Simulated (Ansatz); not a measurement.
Crystal: Al2O3.

```
CELL_PARAMETERS angstrom
4.61378 0.00000 0.00000
0.00000 9.56328 0.00000
0.00000 0.00000 3.11986
ATOMIC_POSITIONS crystal
Al 0.98298 0.82457 0.00000
Al 0.01702 0.17543 0.00000
Al 0.48297 0.67543 0.50000
Al 0.51702 0.32457 0.50000
O 0.50000 0.50000 0.50000
O 0.12363 0.75305 0.50000
O 0.37637 0.25305 0.00000
O 0.62364 0.74695 0.00000
O 0.00000 0.00000 0.00000
O 0.87636 0.24695 0.50000
```

Measurements of this composition are mostly on another form, of space group No. 167.

Base run:

| Item | Value |
| --- | --- |
| Program | Ansatz 0.2.0 |
| Functional | LDA |
| Potentials or basis | Ansatz PAW |
| Cutoff | 420 eV (not typed: the program's choice for these potentials) |
| k mesh | 6 × 3 × 9 |
| Occupations | fermi-dirac, width 0.05 eV |
| Spin | no spin polarisation |

Its results: band gap on the k mesh 3.36 eV, direct; pressure -6.5 GPa; largest force 0.203 eV/Å.

**Question.** After a change of settings the same cell gave: band gap on the k mesh 3.64 eV, direct; pressure 1.5 GPa; largest force 0.206 eV/Å. Which change was it?
A. functional from LDA to RPBE
B. functional from LDA to BLYP
C. functional from LDA to r2SCAN; cutoff from 420 eV (not typed: the program's choice for these potentials) to 500 eV (not typed: the program's choice for these potentials)
D. functional from LDA to PBEsol

**Answer.** B.

BLYP binds less tightly than LDA, so the same cell stands under more pressure.

Caveats: the PAW data sets come from PBE, with cores solved anew for the run's functional, which leaves a small shift of forces and pressure.

Runs at the PBE level aren't shown here.
